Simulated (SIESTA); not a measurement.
Crystal: Nb.

```
Nb
1.0
     2.78114    0.00000    0.00000
     0.16093    4.66923    0.00000
     0.75937    1.89776    9.74095
Nb
7
Direct
  0.50000 0.50000 0.00000
  0.77679 0.92237 0.14333
  0.22321 0.07763 0.85667
  0.06076 0.34956 0.28640
  0.93924 0.65044 0.71360
  0.35250 0.78221 0.42875
  0.64750 0.21779 0.57125
```

* Program: SIESTA 5.4.2
* Task: single point
* Functional: PBEsol
* Potentials or basis: PseudoDojo 0.4 standard (PBEsol files)
* Basis: DZP (energy shift 0.003 Ry; two zetas on semicore shells)
* Grid cutoff: 800 Ry
* Energy shift: 0.003 Ry
* k mesh: 10 × 6 × 3
* Occupations: fermi-dirac, width 0.05 eV
* Spin: no spin polarisation

On this cell: pressure -3.3 GPa; largest force 0.074 eV/Å; band gap on the k mesh none (metal or under the smearing width).

The same run follows on a disturbed copy (atoms moved at random, drawn with an rms of 0.05 Å):

```
Nb
1.0
     2.78114    0.00000    0.00000
     0.16093    4.66923    0.00000
     0.75937    1.89776    9.74095
Nb
7
Direct
  0.49931 0.49495 0.99843
  0.76657 0.92883 0.14435
  0.22917 0.07021 0.86119
  0.05938 0.33559 0.28612
  0.94286 0.65338 0.71034
  0.34264 0.78547 0.43249
  0.64557 0.21478 0.57049
```

What changes?

The energy (extrapolated to zero smearing) moves by +10.8 meV/atom; pressure -2.9 GPa; largest force 0.733 eV/Å; band gap on the k mesh none (metal or under the smearing width).

Forces in eV/Å, atoms in the order of the input:
```
Nb   0.018  0.234  0.163
Nb   0.112 -0.547 -0.004
Nb  -0.128  0.019 -0.489
Nb  -0.014  0.725  0.110
Nb  -0.070 -0.207  0.426
Nb   0.146 -0.436 -0.388
Nb  -0.065  0.212  0.183
```

Stress tensor (GPa, compression positive):
```
-2.04 -2.18  0.47
-2.18 -2.83  2.21
 0.47  2.21 -3.92
```

Caveats: the basis of atomic orbitals isn't converged, which shifts pressures, moduli and gaps.
